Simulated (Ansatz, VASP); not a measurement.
## Si2C in VASP and in Ansatz

File INCAR:

```
SYSTEM = Si2C
  PREC = Accurate
  ENCUT = 600
  EDIFF = 1E-7
  ISMEAR = 0
  SIGMA = 0.1
  LREAL = .False.
  LASPH = .True.
  NELM = 80
  ALGO = Normal
  ISIF = 3
  LWAVE = .False.
  LCHARG = .False.
  GGA = PE
  IBRION = 2
  NSW = 90
  EDIFFG = -0.04
```

File KPOINTS:

```
regular mesh
0
Gamma
  6 6 4
  0 0 0
```

File POSCAR:

```
Si2C
1.0
    2.7309466400      0.0000000000      0.0000000000
   -1.3654733200      2.3650691600      0.0000000000
    0.0000000000      0.0000000000      6.6894257700
Si C
2 1
Direct
    0.3333333300      0.6666666700      0.6666666700
    0.6666666700      0.3333333300      0.3333333300
    0.0000000000      0.0000000000      0.0000000000
```

Input for Ansatz:

```yaml
crystal:
  lattice:
    - [2.73094664, 0.0, 0.0]
    - [-1.36547332, 2.36506916, 0.0]
    - [0.0, 0.0, 6.68942577]
  atoms:
    - { symbol: Si, position: [0.33333333, 0.66666667, 0.66666667] }
    - { symbol: Si, position: [0.66666667, 0.33333333, 0.33333333] }
    - { symbol: C, position: [0.0, 0.0, 0.0] }
basis:
  ecutwfc: 420
kpoints:
  mp_grid: { grid: [6, 6, 4] }
hamiltonian:
  xc: pbe
scf:
  occupations: { method: gaussian, width: 0.1 }
  lower_state_search: "off"
output:
  forces: true
  stress: true
  eigenvalues: true
relax:
  adjacent_minimum: "off"
  f_tol: 0.04
  max_steps: 70
  cell: { stress_tol: 0.4 }
```

Alike in both runs: task relaxation of cell and atoms; functional PBE; k mesh 6 × 6 × 4; occupations gaussian, width 0.1 eV; no spin polarisation.

|  | VASP | Ansatz |
| --- | --- | --- |
| version | VASP 6.6.1 | Ansatz 0.2.0 |
| potentials or method | VASP PAW PBE potentials, release 64 (Si, C) | scalar-relativistic, plane waves, PAW |
| plane-wave cutoff (eV) | 600 | 420 |
| valence electrons in the cell | 12 | 12 |

|  | VASP | Ansatz | Ansatz less VASP |
| --- | --- | --- | --- |
| gap on the k mesh at the Fermi level, each at its own relaxed structure (eV) | none | none | - |
| relaxed volume (Å³/atom) | 10.78 | 10.79 | +0.001 |
| relaxed cell length with the largest relative difference (Å) | 4.249 | 4.245 | -0.0044 |
| energy change over the relaxation (meV/atom) | -1423 | -1426 | -2.4 |

A gap of «none» marks a metal or a gap that the smearing closes.

Caveats: the k mesh is coarse (spacing up to 0.44 Å⁻¹), so the values aren't converged; the volume moved by over 15 % at a fixed basis, so the end points are rough (VASP).
